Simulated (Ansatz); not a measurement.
Computed with Ansatz, DFT PBE, scalar-relativistic, plane waves, PAW. All cells share a 420 eV cutoff and Γ-centred k meshes spaced at most about 0.3 Å⁻¹ (about 0.25 or finer for metals, 2π included). No spin polarisation.

Temperature and zero-point effects are left out. Both are relaxed sheets, periodic along a and b.

Two relaxed structures of Be:

A.

```cif
data_structure
_symmetry_space_group_name_H-M 'P 1'
_symmetry_Int_Tables_number 1
_cell_length_a 4.2663
_cell_length_b 3.6880
_cell_length_c 23.8000
_cell_angle_alpha 90.000
_cell_angle_beta 90.000
_cell_angle_gamma 90.000
_cell_volume 374.47
loop_
_atom_site_label
_atom_site_type_symbol
_atom_site_fract_x
_atom_site_fract_y
_atom_site_fract_z
_atom_site_occupancy
Be1 Be 0.62500 0.24999 0.29411 1
Be2 Be 0.12500 0.25001 0.29413 1
Be3 Be 0.37500 0.75000 0.29412 1
Be4 Be 0.87500 0.74999 0.29411 1
```

B.

```cif
data_structure
_symmetry_space_group_name_H-M 'P 1'
_symmetry_Int_Tables_number 1
_cell_length_a 3.6708
_cell_length_b 3.6708
_cell_length_c 23.8000
_cell_angle_alpha 90.000
_cell_angle_beta 90.000
_cell_angle_gamma 120.000
_cell_volume 277.74
loop_
_atom_site_label
_atom_site_type_symbol
_atom_site_fract_x
_atom_site_fract_y
_atom_site_fract_z
_atom_site_occupancy
Be1 Be 0.33333 0.66667 0.29412 1
Be2 Be 0.66667 0.33333 0.29412 1
```

Task: Which form is favoured at zero pressure, and by what margin per atom?

Result: A is lower, by 1.32 eV/atom. A has layer group p6/mmm (No. 80), 3.9 Å²/atom and no gap on its mesh; B has layer group p6/mmm (No. 80), 5.8 Å²/atom and no gap. Counting all near atoms (those within 1.25 times the shortest distance at each site), A has Be 6 and B has Be 3. In A, Be at height 0.00 Å has 6 Be at 2.13 Å. In B, Be at height 0.00 Å has 3 Be at 2.12 Å. Origin: A, invented, then shaken at random and relaxed again; B, invented.

Cells relaxed within their symmetry can be saddle points.
